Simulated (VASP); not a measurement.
These are PBE GGA, VASP's PBE PAW potentials (set 64) (plane waves; VASP) values and carry that method's errors.

VASP ran on this input.

**INCAR**
```
SYSTEM = ZnTe
PREC = Normal
ENCUT = 500
EDIFF = 1E-8
NELM = 100
ALGO = Normal
LREAL = .FALSE.
LASPH = .TRUE.
ISMEAR = 0
SIGMA = 0.01
GGA = PE
LWAVE = .TRUE.
LCHARG = .FALSE.
```

### KPOINTS
```
Regular mesh
0
Gamma
  6 6 6
```

POSCAR:
```
ZnTe
1.0
  0.0000000000   3.0500000000   3.0500000000
  3.0500000000   0.0000000000   3.0500000000
  3.0500000000   3.0500000000   0.0000000000
Zn Te
1 1
direct
  0.0000000000   0.0000000000   0.0000000000
  0.2500000000   0.2500000000   0.2500000000
```

POTCAR, in this order: Zn_sv_GW Te_GW (PBE.64 set). Program: vasp_std.

What VASP printed:

File OSZICAR:
```
       N       E                     dE             d eps       ncg     rms          rms(c)
DAV:   1     0.216093800557E+03    0.21609E+03   -0.14875E+04   805   0.519E+03
DAV:   2     0.112058333784E+02   -0.20489E+03   -0.20218E+03   846   0.974E+02
DAV:   3    -0.455104130922E+01   -0.15757E+02   -0.15557E+02   885   0.314E+02
DAV:   4    -0.530923497561E+01   -0.75819E+00   -0.75072E+00   839   0.553E+01
DAV:   5    -0.537237163971E+01   -0.63137E-01   -0.63075E-01   936   0.105E+01    0.218E+00
DAV:   6    -0.521514656605E+01    0.15723E+00   -0.87012E-01   944   0.998E+01    0.125E+00
DAV:   7    -0.519323601052E+01    0.21911E-01   -0.22722E-01   832   0.372E+01    0.596E-01
DAV:   8    -0.518989849954E+01    0.33375E-02   -0.23859E-02  1000   0.119E+01    0.213E-01
DAV:   9    -0.519048415524E+01   -0.58566E-03   -0.27011E-03   840   0.910E-01    0.390E-02
DAV:  10    -0.519055133128E+01   -0.67176E-04   -0.47597E-04   984   0.146E+00    0.159E-02
DAV:  11    -0.519054981024E+01    0.15210E-05   -0.51319E-05   920   0.380E-01    0.534E-03
DAV:  12    -0.519055135151E+01   -0.15413E-05   -0.65345E-06   944   0.144E-01    0.123E-03
DAV:  13    -0.519055199526E+01   -0.64375E-06   -0.64948E-07   776   0.718E-03    0.303E-04
DAV:  14    -0.519055201268E+01   -0.17417E-07   -0.35921E-08   664   0.520E-03    0.106E-04
DAV:  15    -0.519055199617E+01    0.16506E-07   -0.48840E-09   504   0.269E-03    0.351E-05
DAV:  16    -0.519055200163E+01   -0.54542E-08   -0.61497E-10   440   0.176E-03
   1 F= -.51905520E+01 E0= -.51905520E+01  d E =-.204941-136
```

OUTCAR:
```
------------------------ aborting loop because EDIFF is reached ----------------------------------------
  FORCE on cell =-STRESS in cart. coord.  units (eV):
  Direction    XX          YY          ZZ          XY          YZ          ZX
  --------------------------------------------------------------------------------------
  Total        0.4214407      0.4214407      0.4214407     -0.0000000      0.0000000      0.0000000
  in kB       11.8991932     11.8991932     11.8991932     -0.0000000      0.0000000      0.0000000
  external PRESSURE =      11.8991932 kB  Pullay stress =       0.0000000 kB
  volume of cell :       56.75
      direct lattice vectors                 reciprocal lattice vectors
     0.000000000  3.050000000  3.050000000    -0.163934426  0.163934426  0.163934426
     3.050000000  0.000000000  3.050000000     0.163934426 -0.163934426  0.163934426
     3.050000000  3.050000000  0.000000000     0.163934426  0.163934426 -0.163934426
 POSITION                                       TOTAL-FORCE (eV/Angst)
 -----------------------------------------------------------------------------------
      0.00000      0.00000      0.00000        -0.000000     -0.000000     -0.000000
      1.52500      1.52500      1.52500         0.000000      0.000000      0.000000
 -----------------------------------------------------------------------------------
    total drift:                               -0.000003     -0.000003     -0.000004
  FREE ENERGIE OF THE ION-ELECTRON SYSTEM (eV)
  ---------------------------------------------------
  free  energy   TOTEN  =        -5.1905520016 eV

  energy  without entropy=       -5.1905520016  energy(sigma->0) =       -5.19055200
```
(Selected blocks of OUTCAR.)

File OUTCAR:
```
 val. band max:        3.9883137177   @ k =   0.0000   0.0000   0.0000

 cond. band min:       5.2326065971   @ k =   0.0000   0.0000   0.0000


 Fermi energy:         4.1630281067

 k-point     1 :       0.0000    0.0000    0.0000
  band No.  band energies     occupation
      1    -121.7220      2.00000
      2     -75.9079      2.00000
      3     -75.9077      2.00000
      4     -75.9077      2.00000
      5      -7.8051      2.00000
      6      -2.9099      2.00000
      7      -2.9099      2.00000
      8      -2.9099      2.00000
      9      -2.6768      2.00000
     10      -2.6768      2.00000
     11       3.9883      2.00000
     12       3.9883      2.00000
     13       3.9883      2.00000
     14       5.2326      0.00000
     15       8.3878      0.00000
     16       8.3878      0.00000
     17       8.3879      0.00000

 k-point     2 :       0.1667    0.0000    0.0000
  band No.  band energies     occupation
      1    -121.7220      2.00000
      2     -75.9076      2.00000
      3     -75.9075      2.00000
      4     -75.9075      2.00000
      5      -7.6199      2.00000
      6      -2.8932      2.00000
      7      -2.8931      2.00000
      8      -2.8888      2.00000
      9      -2.6780      2.00000
     10      -2.6779      2.00000
     11       2.0306      2.00000
     12       3.7134      2.00000
     13       3.7134      2.00000
     14       6.1640      0.00000
     15       8.7970      0.00000
     16       8.7971      0.00000
     17       8.8813      0.00000

 k-point     3 :       0.3333    0.0000    0.0000
  band No.  band energies     occupation
      1    -121.7221      2.00000
      2     -75.9079      2.00000
      3     -75.9077      2.00000
      4     -75.9076      2.00000
      5      -7.1908      2.00000
      6      -2.8651      2.00000
      7      -2.8651      2.00000
      8      -2.7575      2.00000
      9      -2.6756      2.00000
     10      -2.6756      2.00000
     11      -0.1248      2.00000
...
```

Unless said otherwise, spin-orbit coupling is left out, though it shifts the bands of the heavy elements here.

The compound is ZnTe in the zinc blende structure. The cell was not relaxed at this level.
